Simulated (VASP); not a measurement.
# Al (Pm-3m) in VASP: single point with PBEsol

Aim: the single point of Al with PBEsol.

Program: VASP 6.6.1. These are calculated values, not measurements. Logs are shortened: lines on timing, memory, paths and dates and some standing lists are left out, and cuts for length are marked.

### 1 Starting point

It takes space group Pm-3m (No. 221, cubic). Conventional cell: a = 5.205 Å, b = 5.205 Å, c = 5.205 Å, α = 90.00°, β = 90.00°, γ = 90.00°.

This isn't the form of Al at room conditions, which is fcc.

### 2 Single point, PBEsol

The input, INCAR:

```
SYSTEM = Al
PREC = Accurate
ENCUT = 520
EDIFF = 1E-6
ISMEAR = 0
SIGMA = 0.05
LREAL = .False.
LASPH = .True.
NELM = 100
ALGO = Fast
ISIF = 2
LWAVE = .False.
LCHARG = .True.
GGA = PS
LELF = .True.
LVHAR = .True.
NBANDS = 8
```

The input, KPOINTS:

```
regular mesh
0
Gamma
  5 5 5
  0 0 0
```

The input, POSCAR:

```
Al
1.0
    5.2051310000      0.0000000000      0.0000000000
    0.0000000000      5.2051310000      0.0000000000
    0.0000000000      0.0000000000      5.2051310000
Al
1
Direct
    0.0000000000      0.0000000000      0.0000000000
```

Potentials or basis: VASP PAW PBE potentials, release 64 (Al).

On the command line:

```bash
$ cat potpaw_PBE.64/Al/POTCAR > POTCAR
$ mpirun -np 1 vasp_std > vasp.out
```

OUTCAR:

```text
SYSTEM = Al
   PREC = Accurate
   ENCUT = 520
   EDIFF = 1E-6
   ISMEAR = 0
   LREAL = .False.
   LASPH = .True.
   NELM = 100
   ISIF = 2
   GGA = PS

 ion  position               nearest neighbor table
   1  0.000  0.000  0.000-

  LATTYP: Found a simple cubic cell.
 ALAT       =     5.2051310000

  Lattice vectors:

 A1 = (   5.2051310000,   0.0000000000,   0.0000000000)
 A2 = (   0.0000000000,   5.2051310000,   0.0000000000)
 A3 = (   0.0000000000,   0.0000000000,   5.2051310000)

Analysis of symmetry for initial positions (statically):
=====================================================================
 Subroutine PRICEL returns:
 Original cell was already a primitive cell.

 Routine SETGRP: Setting up the symmetry group for a
 simple cubic supercell.

 Subroutine GETGRP returns: Found 48 space group operations
 (whereof 48 operations were pure point group operations)
 out of a pool of 48 trial point group operations.

The static configuration has the point symmetry O_h .

Analysis of symmetry for dynamics (positions and initial velocities):
=====================================================================
 Subroutine PRICEL returns:
 Original cell was already a primitive cell.

 Routine SETGRP: Setting up the symmetry group for a
 simple cubic supercell.

 Subroutine GETGRP returns: Found 48 space group operations
 (whereof 48 operations were pure point group operations)
 out of a pool of 48 trial point group operations.

The dynamic configuration has the point symmetry O_h .

 Subroutine INISYM returns: Found 48 space group operations
 (whereof 48 operations are pure point group operations),
 and found     1 'primitive' translations

----------------------------------------------------------------------------------------

                                     Primitive cell

  volume of cell :     141.0246

  direct lattice vectors                    reciprocal lattice vectors
     5.205131000  0.000000000  0.000000000     0.192118123  0.000000000  0.000000000
     0.000000000  5.205131000  0.000000000     0.000000000  0.192118123  0.000000000
     0.000000000  0.000000000  5.205131000     0.000000000  0.000000000  0.192118123

  length of vectors
     5.205131000  5.205131000  5.205131000     0.192118123  0.192118123  0.192118123

  position of ions in fractional coordinates (direct lattice)
     0.000000000  0.000000000  0.000000000

  ion indices of the primitive-cell ions
   primitive index   ion index
                 1           1

----------------------------------------------------------------------------------------

 KPOINTS: regular mesh

Automatic generation of k-mesh.
 Grid dimensions read from file:
 generate k-points for:    5    5    5

 Generating k-lattice:

  Cartesian coordinates                     Fractional coordinates (reciprocal lattice)
     0.038423625  0.000000000  0.000000000     0.200000000  0.000000000  0.000000000
     0.000000000  0.038423625  0.000000000     0.000000000  0.200000000  0.000000000
     0.000000000  0.000000000  0.038423625     0.000000000  0.000000000  0.200000000

  Length of vectors
     0.038423625  0.038423625  0.038423625

  Shift w.r.t. Gamma in fractional coordinates (k-lattice)
     0.000000000  0.000000000  0.000000000

 Subroutine IBZKPT returns following result:
 ===========================================

 Found     10 irreducible k-points:

 Following reciprocal coordinates:
            Coordinates               Weight
  0.000000  0.000000  0.000000      1.000000
  0.200000  0.000000  0.000000      6.000000
  0.400000  0.000000  0.000000      6.000000
  0.200000  0.200000  0.000000     12.000000
  0.400000  0.200000  0.000000     24.000000
  0.400000  0.400000  0.000000     12.000000
  0.200000  0.200000  0.200000      8.000000
  0.400000  0.200000  0.200000     24.000000
  0.400000  0.400000  0.200000     24.000000
  0.400000  0.400000  0.400000      8.000000
   k-points           NKPTS =     10   k-points in BZ     NKDIM =     10   number of bands    NBANDS=      8
   number of dos      NEDOS =    301   number of ions     NIONS =      1
   total plane-waves  NPLWV =  64000
   dimension x,y,z NGX =    40 NGY =   40 NGZ =   40
   dimension x,y,z NGXF=    80 NGYF=   80 NGZF=   80
   ions per type =               1
   NGX,Y,Z   is equivalent  to a cutoff of  12.78, 12.78, 12.78 a.u.
   NGXF,Y,Z  is equivalent  to a cutoff of  25.55, 25.55, 25.55 a.u.
 SYSTEM =  Al
   PREC   = accura    normal or accurate (medium, high low for compatibility)
   ISTART =      0    job   : 0-new  1-cont  2-samecut
   ICHARG =      2    charge: 1-file 2-atom 10-const
   ISPIN  =      1    spin polarized calculation?
   LNONCOLLINEAR =      F non collinear calculations
   LSORBIT =      F    spin-orbit coupling
   LASPH  =      T    aspherical Exc in radial PAW
   ENCUT  =  520.0 eV  38.22 Ry    6.18 a.u.   9.68  9.68  9.68*2*pi/ulx,y,z
   NELM   =    100;   NELMIN=  2; NELMDL= -5     # of ELM steps
   EDIFF  = 0.1E-05   stopping-criterion for ELM
   LREAL  =      F    real-space projection
   EDIFFG = 0.1E-04   stopping-criterion for IOM
   NSW    =      0    number of steps for IOM
   IBRION =     -1    ionic relax: 0-MD 1-quasi-New 2-CG
   NFREE  =      0    steps in history (QN), initial steepest desc. (CG)
   ISIF   =      2    stress and relaxation
   ISYM   =      2    0-nonsym 1-usesym 2-fastsym
   POTIM  = 0.5000    time-step for ionic-motion
   TEBEG  =    0.0;   TEEND  =   0.0 temperature during run
   PSTRESS=    0.0 pullay stress
   NELECT =       3.0000    total number of electrons
   NUPDOWN=      -1.0000    fix difference up-down
   EMIN   =  10.00;   EMAX   =-10.00  energy-range for DOS
   EFERMI =   0.00;   METHOD = LEGACY
   ISMEAR =     0;   SIGMA  =   0.05  broadening in eV -4-tet -1-fermi 0-gaus
   EFERMI_NEDOS =   21; number of points for ismear=-14 and -15
   IALGO  =     68    algorithm
   IMIX   =      4    mixing-type and parameters
     AMIX     =   0.40;   BMIX     =  1.00
     AMIX_MAG =   1.60;   BMIX_MAG =  1.00
  volume/ion in A,a.u.               =     141.02       951.68
  Fermi-wavevector in a.u.,A,eV,Ry     =   0.453611  0.857201  2.799575  0.205763
  Thomas-Fermi vector in A             =   1.436136
   LORBIT       =      0    0 simple, 1 ext, 2 COOP (PROOUT), +10 PAW based schemes
   GGA     = PS    functional components
   LHFCALC =     F    Hartree Fock is set to
   AEXX    =    0.0000 exact exchange contribution
   IVDW    =     0    specifies the selected vdW correction
   LEPSILON=     F    determine dielectric tensor
   LRPA    =     F    only Hartree local field effects (RPA)
 non-spin polarized calculation
 RMM-DIIS sequential band-by-band and
 Gauss-broadening in eV      SIGMA  =   0.05
  energy-cutoff  :      520.00
  volume of cell :      141.02
 maximum number of plane-waves:      3815
 NGX is ok and might be reduce to    40
   NGX = 19   NGY = 19   NGZ = 19

 number of electron       3.0000000 magnetization

 Free energy of the ion-electron system (eV)
  ---------------------------------------------------
  ext. energy  EPLUGINS =         0.00000000
  ---------------------------------------------------
  free energy    TOTEN  =        -0.69473203 eV

  energy without entropy =       -0.69048535  energy(sigma->0) =       -0.69260869

 E-fermi :  -1.7165     XC(G=0):  -4.0653

 val. band max:       -1.7245533588   @ k =   0.4000   0.4000   0.0000
 cond. band min:      -1.6734499147   @ k =   0.4000   0.4000   0.0000
 fundamental gap:      0.0511034441
 Fermi energy:        -1.7164738806

 k-point     1 :       0.0000    0.0000    0.0000
  band No.  band energies     occupation
      1      -6.5633      2.00000
      2      -0.5464      0.00000
      3      -0.5464      0.00000
      4      -0.5464      0.00000
      5       0.8560      0.00000
      6       2.6163      0.00000
      7       2.6163      0.00000
      8       6.3390      0.00000

 k-point     2 :       0.2000    0.0000    0.0000
  band No.  band energies     occupation
      1      -6.4923      2.00000
      2      -1.2892      0.00000
      3      -0.4831      0.00000
      4      -0.4831      0.00000
      5       1.3623      0.00000
      6       2.7739      0.00000
      7       3.2749      0.00000
      8       5.1461      0.00000

 k-point     3 :       0.4000    0.0000    0.0000
  band No.  band energies     occupation
      1      -6.3651      2.00000
      2      -2.0357      2.00000
      3      -0.3711      0.00000
      4      -0.3711      0.00000
      5       2.0119      0.00000
      6       3.1215      0.00000
      7       3.2654      0.00000
      8       4.3344      0.00000

 k-point     4 :       0.2000    0.2000    0.0000
  band No.  band energies     occupation
      1      -6.4231      2.00000
      2      -1.2780      0.00000
      3      -1.0921      0.00000
      4      -0.4222      0.00000
      5       1.8225      0.00000
      6       3.0581      0.00000
      7       3.6291      0.00000
      8       4.1837      0.00000

 k-point     5 :       0.4000    0.2000    0.0000
  band No.  band energies     occupation
      1      -6.2995      2.00000
      2      -1.9237      2.00000
      3      -0.9995      0.00000
      4      -0.3149      0.00000
      5       2.2255      0.00000
      6       2.7293      0.00000
      7       3.8299      0.00000
      8       4.3731      0.00000

 k-point     6 :       0.4000    0.4000    0.0000
  band No.  band energies     occupation
      1      -6.1832      2.00000
      2      -1.7246      1.18076
      3      -1.6734      0.22364
      4      -0.2167      0.00000
      5       1.4791      0.00000
      6       3.1102      0.00000
      7       4.5969      0.00000
      8       4.6318      0.00000

 k-point     7 :       0.2000    0.2000    0.2000
  band No.  band energies     occupation
      1      -6.3557      2.00000
      2      -1.2482      0.00000
      3      -1.0095      0.00000
      4      -1.0095      0.00000
      5       2.2013      0.00000
      6       3.5923      0.00000
      7       3.5923      0.00000
      8       4.1824      0.00000

 k-point     8 :       0.4000    0.2000    0.2000
  band No.  band energies     occupation
      1      -6.2355      2.00000
      2      -1.8161      1.99515
      3      -0.9742      0.00000
      4      -0.8580      0.00000
      5       2.2280      0.00000
      6       3.1243      0.00000
      7       3.3387      0.00000
      8       4.2335      0.00000

 k-point     9 :       0.4000    0.4000    0.2000
  band No.  band energies     occupation
      1      -6.1221      2.00000
      2      -1.6264      0.01089
      3      -1.5785      0.00010
      4      -0.7671      0.00000
      5       1.6555      0.00000
      6       3.0781      0.00000
      7       3.2516      0.00000
      8       4.3213      0.00000

 k-point    10 :       0.4000    0.4000    0.4000
  band No.  band energies     occupation
      1      -6.0144      2.00000
      2      -1.4526      0.00000
      3      -1.3997      0.00000
      4      -1.3997      0.00000
      5       1.9760      0.00000
      6       2.3209      0.00000
      7       2.3209      0.00000
      8       4.0198      0.00000

------------------------ aborting loop because EDIFF is reached ----------------------------------------

  FORCE on cell =-STRESS in cart. coord.  units (eV):
  Direction    XX          YY          ZZ          XY          YZ          ZX
  --------------------------------------------------------------------------------------
  -------------------------------------------------------------------------------------
  Total       -0.9530535     -0.9530535     -0.9530535     -0.0000000     -0.0000000      0.0000000
  in kB      -10.8276168    -10.8276168    -10.8276168     -0.0000000     -0.0000000      0.0000000
  external PRESSURE =     -10.8276168 kB  Pullay stress =       0.0000000 kB

 VOLUME and BASIS-vectors are now :
 -----------------------------------------------------------------------------
  energy-cutoff  :      520.00
  volume of cell :      141.02
      direct lattice vectors                 reciprocal lattice vectors
     5.205131000  0.000000000  0.000000000     0.192118123  0.000000000  0.000000000
     0.000000000  5.205131000  0.000000000     0.000000000  0.192118123  0.000000000
     0.000000000  0.000000000  5.205131000     0.000000000  0.000000000  0.192118123

 POSITION                                       TOTAL-FORCE (eV/Angst)
 -----------------------------------------------------------------------------------
      0.00000      0.00000      0.00000         0.000000      0.000000      0.000000
 -----------------------------------------------------------------------------------
    total drift:                               -0.000000     -0.000000     -0.000000

  FREE ENERGIE OF THE ION-ELECTRON SYSTEM (eV)
  ---------------------------------------------------
  free  energy   TOTEN  =        -0.6947320263 eV

  energy  without entropy=       -0.6904853541  energy(sigma->0) =       -0.69260869
```

It took 6.1 s on 1 thread of Intel Xeon 6975P-C (Granite Rapids), shared host; peak memory 0.22 GiB.

What came out:

```
Free energy            : -0.6947 eV
Pressure               : -1.1 GPa
Band gap on the k mesh : none (metal or under the smearing width)
```

Levels at points of the mesh, in eV from the Fermi level:
```csv
k point,band 1,band 2,band 3,band 4,band 5,band 6
"(0.00, 0.00, 0.00)",-4.85,1.17,1.17,1.17,2.57,4.33
```

Caveat: the PAW data sets were made with another functional, which shifts forces and pressure a little.
